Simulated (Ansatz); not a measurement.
Level of theory: Ansatz, DFT, PBE, plane waves (420 eV) with PAW, scalar-relativistic.

An element in the diamond structure gives this curve. The cell is scaled uniformly from the relaxed one, with fractional coordinates and shape fixed. Energies are extrapolated to zero smearing, pressures are those at the given smearing. Magnetic state: spin not included.

| V (Å³/atom) | E − E₀ (meV/atom) | P (GPa) |
| --- | --- | --- |
| 38.746 | 62.2 | 4.36 |
| 40.507 | 25.0 | 2.56 |
| 42.268 | 5.5 | 1.13 |
| 44.029 | 0.0 | 0.00 |
| 45.790 | 5.6 | -0.90 |
| 47.551 | 20.1 | -1.62 |
| 49.313 | 41.6 | -2.18 |

Task: Which element is it?
A. indium
B. magnesium
C. bismuth
D. lead

Result: D. Its fit is V₀ = 43.95 Å³/atom, B₀ = 25 GPa, B₀′ = 4.7.
